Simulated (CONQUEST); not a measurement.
Crystal: Te2Mo.

```xyz
12
Lattice="3.5182 0.0000 0.0000 0.0000 6.0937 0.0000 0.0000 0.0000 13.9736" Properties=species:S:1:pos:R:3 pbc="T T T"
Te    0.0000    2.0312    8.6776
Te    1.7591    5.0781    8.6776
Te    0.0000    4.0625    1.6908
Te    1.7591    1.0156    1.6908
Te    0.0000    2.0312   12.2828
Te    1.7591    5.0781   12.2828
Te    0.0000    4.0625    5.2960
Te    1.7591    1.0156    5.2960
Mo    0.0000    2.0312    3.4934
Mo    1.7591    5.0781    3.4934
Mo    0.0000    4.0625   10.4802
Mo    1.7591    1.0156   10.4802
```

Base run:

```yaml
Program: CONQUEST 1.3
Functional: PBE
Potentials_or_basis: PseudoDojo NC PBE, SZP, grid cutoff 120 Ha
k_mesh: 6 × 3 × 2
Occupations: fermi-dirac, width 0.05 eV
Spin: no spin polarisation
```

Its results: band gap on the k mesh 0.74 eV; pressure 7.7 GPa; largest force 0.877 eV/Å.

Task: The run is repeated on the same cell with these changes: k mesh from 6 × 3 × 2 to 4 × 3 × 1. What comes out?

Result: Band gap on the k mesh 0.80 eV; pressure 7.8 GPa; largest force 0.841 eV/Å.

Caveats: some runs use coarse meshes; the atomic basis is small; spin-orbit coupling is left out, which moves the levels of the heavy elements; an odd mesh through Γ misses points on the zone boundary, where band edges often lie; this functional lacks dispersion, which binds the layers, so the pressure and a relaxed spacing across them are unreliable; the basis of atomic orbitals isn't converged, which shifts pressures, moduli and gaps.
